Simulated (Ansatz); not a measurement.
# SnO2: the cost of one run

Method: DFT PBE, scalar-relativistic, plane waves, PAW, in Ansatz 0.2.0.

## (1) The system as given

It takes space group I4_1/amd (No. 141, tetragonal). The conventional cell has a = 4.053 Å, b = 4.053 Å, c = 10.361 Å, α = 90.00°, β = 90.00°, γ = 90.00°. Sn (site symmetry -4m2) is surrounded by 6 O at 2.09 to 2.10 Å. O (site symmetry 2mm) is surrounded by 3 Sn at 2.09 to 2.10 Å.

Structure file:

```cif
data_structure
_symmetry_space_group_name_H-M 'P 1'
_symmetry_Int_Tables_number 1
_cell_length_a 5.9204
_cell_length_b 5.9204
_cell_length_c 5.9204
_cell_angle_alpha 139.972
_cell_angle_beta 139.972
_cell_angle_gamma 57.896
_cell_volume 85.08
loop_
_atom_site_label
_atom_site_type_symbol
_atom_site_fract_x
_atom_site_fract_y
_atom_site_fract_z
_atom_site_occupancy
Sn1 Sn 0.75000 0.25000 0.50000 1
Sn2 Sn 0.00000 0.00000 0.00000 1
O1 O 0.79760 0.79760 0.00000 1
O2 O 0.95240 0.45240 0.50000 1
O3 O 0.20240 0.20240 0.00000 1
O4 O 0.54760 0.04760 0.50000 1
```

It goes back to an entry of the Materials Project, which need not be the stable form.

This cell was relaxed beforehand with the same method: volume 14.18 Å³/atom, gap on the mesh 1.32 eV.

## (2) The scan

Atoms count from 1 in the order of the input.

One atom moved over a plane, all else fixed.

- shift of O3 along [0 1 0]: 7 values from −0.88 to 0.88 Å
- shift of O3 along [0 0 1]: 7 values from −0.88 to 0.88 Å

Nothing else is relaxed (all other atoms fixed). Energies count from the relaxed crystal. Points are written as (first, second).

## (3) Grid point (−0.29 Å, −0.88 Å)

input.yaml

```yaml
crystal:
  lattice:
    - [-2.0262505044, 2.0262505044, 5.1806864801]
    - [2.0262505044, -2.0262505044, 5.1806864801]
    - [2.0262505044, 2.0262505044, -5.1806864801]
  atoms:
    - { symbol: Sn, position: [0.75, 0.25, 0.5] }
    - { symbol: Sn, position: [0.0, 0.0, 0.0] }
    - { symbol: O, position: [0.6402921552, 0.7126672143, -0.0723750591] }
    - { symbol: O, position: [0.9524019562, 0.4524019562, 0.5] }
    - { symbol: O, position: [0.2024019562, 0.2024019562, 0.0] }
    - { symbol: O, position: [0.5475980438, 0.0475980438, 0.5] }
basis:
  ecutwfc: 420
kpoints:
  mp_grid: { grid: [10, 10, 10] }
hamiltonian:
  xc: pbe
  pseudopotentials: { kind: paw, azcp: { folder: soft_1 } }
scf:
  occupations: { method: gaussian, width: 0.05 }
output:
  forces: true
  stress: true
  eigenvalues: true
```

Command:

```sh
$ ansatz run input.yaml --threads 2 --pin off --max-ram 4096MiB --backend cpu --events-out ev --progress --plain --runs-dir out
```

**Question.** How long does this run take on 2 threads of Arm Neoverse N1, shared host, and how much memory does it need?

About 1.7 min, with a peak of 0.74 GiB.
